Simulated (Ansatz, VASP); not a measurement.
# Pt in VASP and in Ansatz

Contents of POSCAR:

```
Pt
1.0
   -1.5842200000      1.5842200000      1.5842200000
    1.5842200000     -1.5842200000      1.5842200000
    1.5842200000      1.5842200000     -1.5842200000
Pt
1
Direct
    0.0000000000      0.0000000000      0.0000000000
```

The input INCAR.step1:

```
SYSTEM = Pt
ALGO = Normal ; EDIFF = 1E-4
ENCUT = 520 ; GGA = PE
ISMEAR = -1 ; LASPH = .TRUE.
LCHARG = .FALSE. ; LREAL = .FALSE.
LWAVE = .TRUE. ; NBANDS = 11
NELM = 100 ; PREC = Accurate
SIGMA = 0.08
```

File INCAR.step2:

```
SYSTEM = Pt
ALGO = Normal ; EDIFF = 1E-6
ENCUT = 520 ; ISIF = 2
ISMEAR = -1 ; ISTART = 1
LASPH = .TRUE. ; LCHARG = .FALSE.
LMIXTAU = .TRUE. ; LREAL = .FALSE.
LWAVE = .FALSE. ; METAGGA = R2SCAN
NBANDS = 11 ; NELM = 100
PREC = Accurate ; SIGMA = 0.08
```

The input KPOINTS:

```
k-points
0
G
  13 13 13
  0 0 0
```

Input for Ansatz:

```yaml
crystal:
  lattice:
    - [-1.58422, 1.58422, 1.58422]
    - [1.58422, -1.58422, 1.58422]
    - [1.58422, 1.58422, -1.58422]
  atoms:
    - { symbol: Pt, position: [0.0, 0.0, 0.0] }
kpoints:
  mp_grid: { grid: [13, 13, 13] }
scf:
  occupations: { method: fermi_dirac, width: 0.08 }
  lower_state_search: "off"
hamiltonian:
  xc: r2scan
  pseudopotentials: { kind: paw }
output:
  forces: true
  stress: true
  eigenvalues: true
  populations: true
  dos: { projected: true, de: 0.1, e_range: [-8, 5] }
```

Alike in both runs: task single point; functional r2SCAN; k mesh 13 × 13 × 13; occupations fermi-dirac, width 0.08 eV; no spin polarisation.

|  | VASP | Ansatz |
| --- | --- | --- |
| version | VASP 6.6.1 | Ansatz 0.2.0 |
| potentials or method | VASP PAW PBE potentials, release 64 (Pt) | PAW with Ansatz's default frozen-core files, scalar-relativistic |
| plane-wave cutoff (eV) | 520 | 500 |
| valence electrons in the cell | 10 | 18 |

VASP gave:

* pressure (GPa): -5.8

**Question.** What did Ansatz give for the same quantities?

**Answer.** Pressure (GPa): -6.3.

With one functional, cell and mesh, what is left measures potentials, basis and numerics. The two sets of potentials don't hold the same shells in valence.

Caveats: the PAW data sets were made with another functional, which shifts forces and pressure a little (VASP). Spin-orbit coupling is left out, which matters for the levels of Pt.
